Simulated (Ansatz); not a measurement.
## How the gap and the level of V_O in SnO2 (P4_2/mnm) follow the exchange fraction

Aim: the (+1/0) level of V_O in SnO2 (P4_2/mnm) as a function of the share of exact exchange, with the cost of each choice. The model is a cell of 96 host atoms with 1 O taken out; the atoms are relaxed once and then held.

Program: Ansatz 0.2.0. Level of theory: plane-wave PAW DFT; relaxations with PBEsol, then single points with PBEsol and HSE06 form with several shares of exact exchange, on supercells at fixed charge in a uniform background. Results are calculated unless marked as measured.

**1. Starting point**

The cell holds 95 atoms: 32 Sn and 63 O. Its edges and angles: a = 11.498 Å, b = 11.498 Å, c = 13.485 Å, α = 54.1°, β = 54.1°, γ = 71.8°. It derives from SnO2 (space group P4_2/mnm). Nearest the centre at fractional (0.500, 0.500, 0.347): Sn86 at 2.07 Å, Sn2 at 2.07 Å, Sn73 at 2.07 Å, O81 at 2.61 Å, O77 at 2.92 Å, O79 at 2.92 Å, O20 at 2.92 Å, O18 at 2.92 Å. The cell carries charge +1.

The host's dielectric constants go in as inputs: (4.60, 4.60, 4.91) for the electrons alone, (13.48, 13.48, 10.42) with the ions, computed on the host (DFPT, PBEsol).

The cell's shortest repeat is 11.5 Å.

**2. Relaxing both charge states, PBEsol**

The study needs fixed structures, so each charge is relaxed once, at one point at (¼, ¼, ¼), from small random displacements that break the symmetry of the site.

Input file qp1_M1.relax/input.yaml:

```yaml
crystal:
  lattice:
    - [0.0, 4.76781182, 3.21190266]
    - [4.76781182, 0.0, 3.21190266]
    - [4.76781182, 4.76781182, 0.0]
  atoms:
    - { symbol: Sn, position: [0.25, 0.25, 0.25] }
    - { symbol: Sn, position: [0.75, 0.75, 0.75] }
    - { symbol: Sn, position: [0.0, 0.0, 0.0] }
    - { symbol: Sn, position: [0.5, 0.5, 0.5] }
    - { symbol: O, position: [0.056272, 0.443728, 0.75] }
    - { symbol: O, position: [0.556272, 0.943728, 0.25] }
    - { symbol: O, position: [0.443728, 0.056272, 0.75] }
    - { symbol: O, position: [0.943728, 0.556272, 0.25] }
    - { symbol: O, position: [0.0, 0.0, 0.306272] }
    - { symbol: O, position: [0.5, 0.5, 0.806272] }
    - { symbol: O, position: [0.0, 0.0, 0.693728] }
    - { symbol: O, position: [0.5, 0.5, 0.193728] }
  supercell: [2, 2, 2]
  defects: [{ vacancy: 82 }]
total_charge: 1
basis:
  ecutwfc: 420
  xc_grid: 2
hamiltonian:
  xc: pbesol
  pseudopotentials: { kind: paw, azcp: { folder: soft_1 }, xc_functional: pbe }
kpoints:
  mp_grid: { grid: [1, 1, 1], shift: [0.25, 0.25, 0.25] }
magnetization:
  spin_polarized: true
  initial_magnetization: 1
  spin_locking: { lock_magnetization: hard }
scf:
  occupations: { method: fixed }
  max_iter: 100
output:
  forces: true
  charged_corrections:
    epsilon: [4.6, 4.6, 4.91]
    static_epsilon: [13.48, 13.48, 10.42]
    defect_position: [0.5, 0.5, 0.346864]
relax:
  f_tol: 0.015
  max_steps: 60
  random_displacement: { amplitude: 0.04, seed: 2096 }
checkpoint:
  write: "../qp1_M1.relax.run"
  compress: false
  write_wavefunctions: true
  write_every: 100000
```

Launch:

```
$ ansatz run input.yaml --threads 32 --pin off --max-ram 84787MiB --backend cuda --events-out ev --progress --plain --runs-dir out --max-vram 78GiB
```

Numbers of over 12 decimals in the logs are rounded to 6 here.

What it wrote:

```text
[... repeated set-up lines and file paths are left out, and long positions are rounded to six places ...]
Engine: ansatz 0.2.0, aarch64-unknown-linux-gnu
Pseudopotentials: kind: paw
Pseudopotential: Sn, paw, valence charge 14, recommended cutoff 420 eV (normal), soft_1/Sn.paw.azcp
Pseudopotential: O, paw, valence charge 6, recommended cutoff 420 eV (normal), soft_1/O.paw.azcp
Functional definition: PBEsol
  exchange = pbesol_x
  correlation = pbesol_c
[...]
Crystal: 95 atoms, lattice volume = 1168.209 Å³
Basis set: ecut = 420 eV, 22821 PW (Γ), exchange–correlation on 160×160×192 points (8 copies of the dense FFT grid, shifted against one another)
Bands: 508, of which v1, the nominal top of the filled ones, is band 413 counted from 1 (412 counted from 0)
Symmetry: 1 space group operations
k-points: 1
Non-local potential: Sn, projectors of the file, l = 0: 2, l = 1: 2, l = 2: 2, l = 3: 1
Non-local potential: O, projectors of the file, l = 0: 2, l = 1: 2, l = 2: 1
PAW form: soft (Blöchl's): semilocal exchange-correlation on the pseudo side does not see the compensation charge
PAW frozen core: Sn, regenerated for the run's functional, and the local potential with it (the file was generated under x = pbe(κ = 0.804, μ = 0.219515), c = pbe(β = 0.066725))
PAW frozen core: O, regenerated for the run's functional, and the local potential with it (the file was generated under x = pbe(κ = 0.804, μ = 0.219515), c = pbe(β = 0.066725))
PAW one-centre angular grid: Sn, 590 points (default); XC on 64 Gauss nodes
PAW one-centre angular grid: O, 110 points (default); XC on 64 Gauss nodes
Initial density: superposition of atomic densities (chi_scale 0.1, normalization cell, long waves kept (reshape's long-wave potential 0.25 eV rms))
Starting moments: Σ|m| = 1 μB on 95 of 95 sites
Initial wavefunctions: pseudopotential atomic-orbital guess
[...]
Functional: x = pbesol(κ = 0.804, μ = 0.123457), c = pbesol(β = 0.046)
SCF iter   1: F=—  HF=-225747.476905 eV  |Δ(HF+E_count)|=         —  Δρ=3.54e-2 (↑3.47e-2 ↓3.54e-2)  dr2=4.26e1  dr2_m=3.84e-2  M=1.000 μB ∫|m|=1.013 μB  Hψ=3273
preconditioner: auto → Resta (q_TF=auto, 2.575 Å⁻¹)  ε∞=3.5  [insulator: Δε(μ)=0.706 eV  Ē_g=19.764 eV  n_scr=352 (ndim 8)  ℏωp=31.2 eV  f_vac=0.000  ε∞_Penn≈3.5]
spin=Collinear: Resta preconditioning applied to the charge; magnetization (m = ρ↑ − ρ↓) channel mixes plain (no charge-response kernel on spin).
SCF iter   2: F=—  HF=-225740.838300 eV  |Δ(HF+E_count)|=    6.64e0  Δρ=2.35e-2 (↑2.30e-2 ↓2.35e-2)  dr2=1.67e1  dr2_m=2.22e-2  M=1.000 μB ∫|m|=1.020 μB  Hψ=1107
[...]
SCF iter  10: F=-225737.531261 eV  HF=-225737.531261 eV  |Δ(HF+E_count)|=   5.67e-7  Δρ=4.66e-6 (↑4.59e-6 ↓4.66e-6)  dr2=9.74e-7  dr2_m=1.12e-9  M=1.000 μB ∫|m|=1.062 μB  Hψ=2297
SCF 1 converged in 10 iterations: F = -225737.531261 eV  dr2 = 9.74e-7
[...]
relax step   1: F+E_penalty+E_count = -225737.53126065 eV  Δ(F+E_penalty+E_count) = +0.000e0 eV  max|allowed force component| = 2.229e0 eV/Å  Δτ_max = 0.0000 Å  (10 SCF iters, dr2 threshold 5.63e-6 eV, accepted)
[...]
relax step   2: F+E_penalty+E_count = -225739.39701994 eV  Δ(F+E_penalty+E_count) = -1.866e0 eV  max|allowed force component| = 6.815e-1 eV/Å  Δτ_max = 0.1577 Å  (7 SCF iters, dr2 threshold 1.00e-4 eV, accepted)
[...]
relax step   4: F+E_penalty+E_count = -225739.80789563 eV  Δ(F+E_penalty+E_count) = -1.721e-2 eV  max|allowed force component| = 3.931e-2 eV/Å  Δτ_max = 0.0261 Å  (7 SCF iters, dr2 threshold 3.53e-6 eV, accepted)
[...]
relax step   5: F+E_penalty+E_count = -225739.80817256 eV  Δ(F+E_penalty+E_count) = -2.769e-4 eV  max|allowed force component| = 2.297e-3 eV/Å  Δτ_max = 0.0027 Å  (6 SCF iters, accepted)
[...]
NSCF: frozen V_eff on 1 k-points
[...]
SCF converged after 6 iterations
Stability checked in part: among states of this total moment the steps that led to this state did not find it unstable. No probe was made; neither looks for a lower state of another moment (fixed_total_moment; see scf.lower_state_search)
Magnetization: 1.0000 μB (413.0000 up, 412.0000 down)
Absolute magnetization: 1.0351 μB (∫|ρ↑−ρ↓|, with the PAW one-centre terms)
Spin contamination: 0.0007 ħ² per cell (⟨S²⟩ above its minimum at these occupations)
Per-site moments (μB) at R_I (Å): [(0.00458476, 0.849619), (0.012589, 0.819713), (0.00323361, 0.846090), [... 6 left out ...]
Free energy (F): -225739.808173 eV
Harris-Foulkes:  -225739.808173 eV  (|F-HF|=6.58e-9)
Internal energy: -225739.808173 eV  (E = F + TS)
E sigma→0 (E₀):  -225739.808173 eV
Fermi energy:    10.106724 (↑ 10.106724, ↓ 9.001370) eV
--- Per-component energies (eV) ---
  E_band       = -2201.077973
  E_kinetic    = 16062.229402
  E_local      = -51615.271733  (includes V_loc(G=0)·N_el)
  E_nonlocal   = 8040.313180
  E_hartree    = 23419.151602
  E_xc         = -8404.556834
  E_vxc        = -8249.894364  (∫ρ·V_xc dr)
  E_paw        = -147505.757061  (= ΣΔE_a)
  E_vpaw       = -13276.820103  (= ΣTr[D̂ρ^β])
  E_aug_tail   = 0.061343  (compensation charges beyond the density's cutoff)
  E_ewald      = -65747.316075
  E_core_change = 11.338004  (= ΣΔE_core)
  E_smearing   = -0.000000  (= −TS)
  E_closure    = 0.000000  (closes the sum)
  E_deformation_potential = 17.437997  (in the stress; not in F)
  Σ components = -225739.808173   (vs F -225739.808173, Δ=0.00e0)
--- Forces (eV/Å), atoms counted from 1 ---
  atom   1  Sn    -0.00024305     0.00010201    -0.00012877
  atom   2  Sn    -0.00051341    -0.00105187    -0.00229657
  [... 4 atoms left out ...]
  [... 89 more lines of this table ...]
  max |Σ_I F_I| component: 1.15e-5 eV/Å
--- Charged-cell corrections in eV (Makov–Payne, q = +1.000 e, ε = [13.480, 13.480, 10.420]) ---
  F (periodic)     = -225739.808173  (uncorrected; the corrections below are reported, never added to it)
  E_corr1          = +0.159600  (monopole, q²α_M/2ε̄L, of the cell on which ε is isotropic)
  F Makov-Payne    = -225739.648572  (F + E_corr1; no measured alignment; for a localised charge, not one spread in a band: unchecked)
  no potential alignment in this run, which stands beside a crystal: run the host's input off ansatz write-host-input, and read the two finished runs by ansatz place-levels (neither reads a slab, a wire or a sheet, whose cell leaves a vacuum)
--- Band table (eV) ---
  k-point 0 ↑: bands = ["-12.0541", "-12.0278", "-11.9729", "-11.9371", "-11.9203", "-11.8530", "-11.7767", "-11.7427", "-11.7391", [... rest cut ...]
  k-point 0 ↓: bands = ["-12.0404", "-12.0167", "-11.9613", "-11.9240", "-11.9131", "-11.8446", "-11.7707", "-11.7381", "-11.7328", [... rest cut ...]
--- Relaxed structure (5 steps of the walk, 5 accepted, 0 SCFs on fresh bases) ---
  F+E_penalty+E_count = -225739.80817256 eV   max|allowed force component| = 2.297e-3 eV/Å
  atoms:
    - { symbol: Sn, position: [0.124928, 0.124648, 0.122688] }
    - { symbol: Sn, position: [0.365448, 0.365156, 0.375692] }
    [... 4 atoms left out ...]
  [... 89 more lines of this table ...]
```

Wall time 7.2 s (1 × NVIDIA GB200 with 32 threads of Arm Neoverse V2, shared host); peak memory 2.4 GiB.

The steps of the relaxation:

| step | energy less that of the first step (eV) | largest force component (eV/Å) |
| --- | --- | --- |
| 1 | 0.0000 | 2.2286 |
| 2 | -1.8658 | 0.6815 |
| 3 | -2.2594 | 0.2013 |
| 4 | -2.2766 | 0.0393 |
| 5 | -2.2769 | 0.0023 |

The atoms that moved most (Å, from the sites as typed, ahead of the random displacement, the mean shift of all atoms taken out):

| atom | dx | dy | dz | length |
| --- | --- | --- | --- | --- |
| Sn86 | 0.134 | 0.134 | 0.000 | 0.189 |
| Sn73 | -0.086 | -0.086 | 0.123 | 0.173 |
| Sn2 | -0.085 | -0.085 | -0.123 | 0.171 |
| O20 | -0.061 | -0.086 | 0.043 | 0.113 |
| O18 | -0.086 | -0.060 | 0.043 | 0.113 |
| O81 | 0.078 | 0.078 | 0.000 | 0.110 |
| O79 | -0.057 | -0.083 | -0.042 | 0.109 |
| O77 | -0.082 | -0.057 | -0.042 | 0.109 |

Neighbours of the ideal centre at the end:

| atom | distance (Å) |
| --- | --- |
| Sn73 | 2.242 |
| Sn2 | 2.243 |
| Sn86 | 2.252 |
| O81 | 2.504 |
| O18 | 2.819 |
| O77 | 2.821 |
| O20 | 2.821 |
| O79 | 2.822 |
| O32 | 2.869 |
| O31 | 2.871 |
| O54 | 2.871 |
| O53 | 2.873 |

| charge | moment set (μB) | steps | largest displacement (Å) | time |
| --- | --- | --- | --- | --- |
| 0 | 0 | 5 | 0.13 | 6.4 s |
| +1 | 1 | 5 | 0.19 | 7.2 s |

The relaxation ends 24 meV an atom lower than the displaced start, with a largest force component of 0.0023 eV/Å.

**3. First setting: 0 (PBEsol)**

Exact exchange opens the gap of the host. A level of a localised state need not follow either band edge, so its distance to each edge changes.

Input file qp1_M1.a0/input.yaml:

```yaml
crystal:
  checkpoint: "../qp1_M1.relax.run"
  host: checkpoint
total_charge: 1
basis:
  ecutwfc: 420
  xc_grid: 2
hamiltonian:
  xc: pbesol
  pseudopotentials: { kind: paw, azcp: { folder: soft_1 }, xc_functional: pbe }
kpoints:
  mp_grid: { grid: [1, 1, 1], shift: [0.25, 0.25, 0.25] }
magnetization:
  spin_polarized: true
  initial_magnetization: 1
  spin_locking: { lock_magnetization: hard }
scf:
  occupations: { method: fixed }
  max_iter: 100
output:
  forces: true
  charged_corrections:
    epsilon: [4.6, 4.6, 4.91]
    static_epsilon: [13.48, 13.48, 10.42]
    defect_position: [0.5, 0.5, 0.346864]
  eigenvalues: true
  eigenstates: { localisation: true }
  efg: {}
checkpoint:
  read: "../qp1_M1.relax.run"
  write: "../qp1_M1.a0.run"
  compress: false
  write_wavefunctions: false
  write_every: 100000
```

What it wrote:

```text
[...]
crystal.checkpoint: the structure is that of <dir>, a `relax` run, at its step 5: its result, under pbesol at a charge of 1 e; 95 atoms read, 0 with a starting moment; crystal.structure_sha256 for this input is
Sn: output.efg is read without spin–orbit coupling, which moves field gradients at and beside such atoms by some per cent and up to a factor of two; PAW files take it under magnetization.noncollinear and magnetization.spin_orbit
[...]
device memory: the entry about to start is reckoned to put 9.6 GiB on a device that reports 166.6 GiB free (of which the cap on the GPU budget leaves the run 78.0 GiB)
GPU FFT provider: cuFFT
GPU libraries: cuBLAS 13.8.1, cuFFT 12.4.0, cuSOLVER 12.3.2
GPU matrix products: emulated (plane waves: as basis.precision tells), large ones in fixed point in workspaces of 1.00 GiB
Crystal: 95 atoms, lattice volume = 1168.209 Å³
Basis set: ecut = 420 eV, 22821 PW (Γ), exchange–correlation on 160×160×192 points (8 copies of the dense FFT grid, shifted against one another)
Bands: 508, of which v1, the nominal top of the filled ones, is band 413 counted from 1 (412 counted from 0)
Symmetry: 1 space group operations
[...]
k-points: 1
[...]
Stability of the state it starts from, as read at its close in the collinear treatment: not read negative (Ritz values of 1 − χ₀K, real part plus size of imaginary part, from 1.1 to 1.6, by its mixing steps under no symmetry); [...]
Starting moments: Σ|m| = 1 μB on 95 of 95 sites; this step starts from the density that it was given
[...]
GPU buffer pool allocated for 614400 grid points (all kernels)
GPU transforms: local potential and band sums: pruned to the plane-wave sphere, on 80×80×90
[...]
SCF iter   1: F=—  HF=-225739.808173 eV  |Δ(HF+E_count)|=         —  Δρ=8.86e-7 (↑8.74e-7 ↓8.86e-7)  dr2=3.43e-8  dr2_m=2.33e-11  M=1.000 μB ∫|m|=1.045 μB  Hψ=2495
[...]
SCF iter   2: F=-225739.808173 eV  HF=-225739.808173 eV  |Δ(HF+E_count)|=  2.91e-11  Δρ=5.24e-7 (↑5.20e-7 ↓5.24e-7)  dr2=1.39e-8  dr2_m=1.29e-11  M=1.000 μB ∫|m|=1.045 μB  Hψ=1849
SCF 1 converged in 2 iterations: F = -225739.808173 eV  dr2 = 1.39e-8
[...]
SCF converged after 2 iterations
[...]
Magnetization: 1.0000 μB (413.0000 up, 412.0000 down)
Absolute magnetization: 1.0351 μB (∫|ρ↑−ρ↓|, with the PAW one-centre terms)
[...]
Per-site moments (μB) at R_I (Å): [(0.00458478, 0.849619), (0.012589, 0.819713), (0.00323361, 0.846090), [... 6 left out ...]
Free energy (F): -225739.808173 eV
[...]
Internal energy: -225739.808173 eV  (E = F + TS)
E sigma→0 (E₀):  -225739.808173 eV
Fermi energy:    10.106724 (↑ 10.106724, ↓ 9.001369) eV
[...]
--- Forces (eV/Å), atoms counted from 1 ---
  atom   1  Sn    -0.00024396     0.00010312    -0.00013247
  atom   2  Sn    -0.00050967    -0.00104921    -0.00231496
  [... 4 atoms left out ...]
  [... 89 more lines of this table ...]
  max |Σ_I F_I| component: 1.20e-5 eV/Å
--- PAW observables at the nuclei: V_zz in 10²¹ V/m², potentials from the cell's mean, atoms counted from 1 ---
  [... 2 lines on atoms farther from the defect left out ...]
  atom   2  Sn V_zz =   +12.343467   η = 0.0909   by run symmetry: allowed
            electrostatic potential = -8173.867325 V   contact ρ = 1309595.292011 e/Å³   contact ρ_s (e/Å³): all electrons +7.869446, valence +7.779376
  [...]
F Makov-Payne    = n/a  (the rows are of the electrons' constant alone; ansatz place-levels tells what screens the charge)
[...]
--- Band table (eV) ---
[...]
```

The job ended after 6.1 s (1 × NVIDIA GB200 with 32 threads; peak memory 2.5 GiB).

Both charges and the host at this setting go to place-levels, which corrects for the image charge and aligns the potentials.

Input file levels.a0.yaml:

```yaml
host:
  run: host.a0.run
states: [q0.a0.run, qp1_M1.a0.run]
geometry_from:
  q0.a0.run: q0.relax.run
  qp1_M1.a0.run: qp1_M1.relax.run
  host.a0.run: host.relax.run
chemical_potentials:
  O:
    energy: -558.291301
    dataset: <sha256 of the dataset>
```

Launch:

```
$ ansatz place-levels levels.a0.yaml -- --threads 32 --pin off --max-ram 84787MiB
```

What it wrote:

```text
(+1/0) 0.900 eV above the valence edge, 0.023 eV under the conduction edge
formation energy of charge +1: +2.497 eV with the Fermi level at the valence edge
formation energy of charge 0: +3.397 eV with the Fermi level at the valence edge
  edges by pbesol, gap 0.922 eV; the host is sampled to repeats of 11.50 Å
  the defect's cells are sampled to repeats of 11.50 Å, like sampling
  charge +1: -225739.7011 eV with its correction of +0.107 eV, at epsilon [13.48, 13.48, 10.42], aligned at sites: -0.0525 eV, mean over 31 atomic sites at or beyond 5.75 Å from the host's site at [0.5000, 0.5000, 0.3468] by the defect at [0.5000, 0.5000, [...]
  charge 0: +0.000 eV for its dipole among its images, +0.000 omitted
  of states[1] (qp1_M1.a0.run): how wide its charge is, is not read beside other atoms or cores, and a band state would take no correction. [...]
  of states[0] (q0.a0.run): its displacements don't fall off away from the defect: farther atoms stand 0.013 Å off the host's places. [...]
```

Run time: 0.17 s. Hardware: 32 threads.

At this setting the gap is 0.922 eV and (+1/0) lies 0.900 eV above the valence top.

**4. The other settings**

From the second setting on only the share changes; the first is PBEsol, whose semilocal part differs from that of the hybrids. The next input; the others follow the same pattern (0.2, 0.25, 0.3 and 0.4):

qp1_M1.a10/input.yaml, as its differences from qp1_M1.a0/input.yaml of step 3:

```diff
@@ -8,4 +8,4 @@
 hamiltonian:
-  xc: pbesol
-  pseudopotentials: { kind: paw, azcp: { folder: soft_1 }, xc_functional: pbe }
+  xc: { preset: hse06, exx: 0.1 }
+  pseudopotentials: { kind: paw, azcp: { folder: soft_1 } }
 kpoints:
@@ -30,3 +30,3 @@
   read: "../qp1_M1.relax.run"
-  write: "../qp1_M1.a0.run"
+  write: "../qp1_M1.a10.run"
   compress: false
```

**5. Result against cost**

Times of the states on 1 × NVIDIA GB200 with 32 threads of Arm Neoverse V2, shared host; the host is run again at each setting:

| share of exact exchange | gap (eV) | (+1/0) above the valence top (eV) | under the conduction bottom (eV) | time, both charge states | time, host and placing | peak memory of a state (GiB) |
| --- | --- | --- | --- | --- | --- | --- |
| 0 (PBEsol) * | 0.922 | 0.900 | 0.023 | 8.5 s | 3 s | 2.5 |
| 0.1 | 1.695 | 1.516 | 0.179 | 45 s | 2.2 min | 3.8 |
| 0.2 | 2.401 | 2.130 | 0.271 | 41 s | 1.9 min | 4.1 |
| 0.25 | 2.765 | 2.446 | 0.320 | 49 s | 2.1 min | 3.8 |
| 0.3 | 3.137 | 2.766 | 0.370 | 49 s | 2.3 min | 3.9 |
| 0.4 | 3.898 | 3.422 | 0.476 | 51 s | 2 min | 3.9 |

* started from the relaxation's converged state in the same settings, so its time is no fair cost.

**6. What came out**

- (plus 1/0) level, 0 (PBEsol): 0.90 eV
- (plus 1/0) level, 0.1: 1.52 eV
- (plus 1/0) level, 0.2: 2.13 eV
- (plus 1/0) level, 0.25: 2.45 eV
- (plus 1/0) level, 0.3: 2.77 eV
- (plus 1/0) level, 0.4: 3.42 eV
- slope of the gap among the hybrids: 0.73 eV per 0.1 of exact exchange

From a share of 0 (PBEsol) to 0.4 the gap opens from 0.92 to 3.90 eV and (+1/0) moves from 0.90 to 3.42 eV above the valence top. Among the hybrids, by fitted slopes, the level takes 87 % of the gap's opening, so it follows the conduction band. At 0 (PBEsol), 0.1 and 0.2 less than half of the spin in the atoms' spheres lies near the defect and the level is within 0.3 eV of a band edge, so there the carrier is likely band-like and the number no level of a bound state. The atoms were held at the semilocal structure, so a distortion that exact exchange would bring is missing. The program warns that hybrid band edges depend on the exchange mesh, which was not varied here; the gaps and slopes may carry that error. Only the charges 0 and +1 were run, each from one start, so (+1/0) need not be a change between stable states. At 0.1, 0.2, 0.25, 0.3 and 0.4 the program warns that a filled state reaches beyond the cell, so that a hybrid's gap, moments and forces can be wrong at one k-point: the state may not be bound, and these numbers are no reliable defect level. The program calls the alignment of potentials doubtful in this cell, and the corrections (0.08 and 0.00 eV for the two states) enter the level by their difference, 0.08 eV: its value is uncertain, though the differences between settings are less so. Keep in mind: one k-point off the zone centre stands for the whole zone; spin–orbit coupling, which can matter with heavy atoms, is left out; the structures are those of PBEsol; force components of up to 0.49 eV/Å remain in a run at the final settings.

[Logs are printed without paths, hosts, clocks, repeated set-up lines and the standing remarks that a program may print on its own settings, such as how far it seeks lower states.]

[Hosts, paths, dates, database ids (printed as entryN), source tags and the programs' standing remarks are cut or masked in the printed files.]

[Where a table of states has a column of steps, it counts the stored structures, which are thinned; the runs took as many ionic steps or more.]

[For some hosts the program warned that the k-mesh of the response run may be too coarse for force constants and the static dielectric constant; such warnings are not shown here.]
